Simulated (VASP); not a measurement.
# SrCl₂: optical spectrum of independent particles, by functional and spin-orbit coupling

SrCl₂, Fm-3m (no. 225), 3 atoms in the cell.

| Functional | Spin-orbit coupling | ε at zero frequency, electronic | Mean energy of the absorption, weighted by Im ε (eV) | Refractive index at 633 nm | Refractive index at 1064 nm | Direct gap on the mesh (eV) | Time (s) |
|---|---|---|---|---|---|---|---|
| PBE | no | 3.19 | 10.74 | 1.81 | 1.79 | 5.51 | 5.7 |
| LDA | no | 3.33 | 10.43 | 1.86 | 1.84 | 5.15 | 4.7 |
| PBEsol | no | 3.26 | 10.59 | 1.83 | 1.81 | 5.36 | 6.1 |
| r2SCAN | no | 2.96 | 11.46 | 1.74 | 1.73 | 5.99 | 41 |
| AM05 | no | 3.21 | 10.70 | 1.82 | 1.80 | 5.50 | 9.1 |
| PBE | yes | 3.19 | 10.74 | 1.81 | 1.79 | 5.50 | 24 |

Limits: The 6×6×6 mesh is coarse for a spectrum: peaks stand apart that a denser mesh merges; the pull between electron and hole is left out; the onset follows the functional's gap, which semilocal functionals usually make too small.

## Input of the first row

INCAR:
```
ALGO = Normal
CSHIFT = 0.1
EDIFF = 1E-7
ENCUT = 300
GGA = PE
ISMEAR = 0
KPAR = 4
LASPH = True
LCHARG = False
LOPTICS = True
LWAVE = True
NBANDS = 32
NEDOS = 2000
PREC = Accurate
SIGMA = 0.02
```

KPOINTS:
```
k-points
0
Gamma
  6 6 6
```

POSCAR:
```
SrCl2
1.0
    0.0000000000      3.4883500000      3.4883500000
    3.4883500000      0.0000000000      3.4883500000
    3.4883500000      3.4883500000      0.0000000000
Sr Cl
1 2
Direct
    0.0000000000      0.0000000000      0.0000000000
    0.7500000000      0.7500000000      0.7500000000
    0.2500000000      0.2500000000      0.2500000000
```

Commands:
```
cat potpaw_PBE.64/Sr_sv/POTCAR potpaw_PBE.64/Cl/POTCAR > POTCAR
mpirun -np 4 vasp_std > vasp.out
```

Changes of the last row against the first:
```
- NBANDS = 32
+ NBANDS = 64
+ LSORBIT = True
+ MAGMOM = 9*0
+ GGA_COMPAT = False
- vasp_std
+ vasp_ncl
```

VASP 6.6.1 took 5.7 s on 4 cores (AMD EPYC 9R45 (Zen 5)), a shared host.
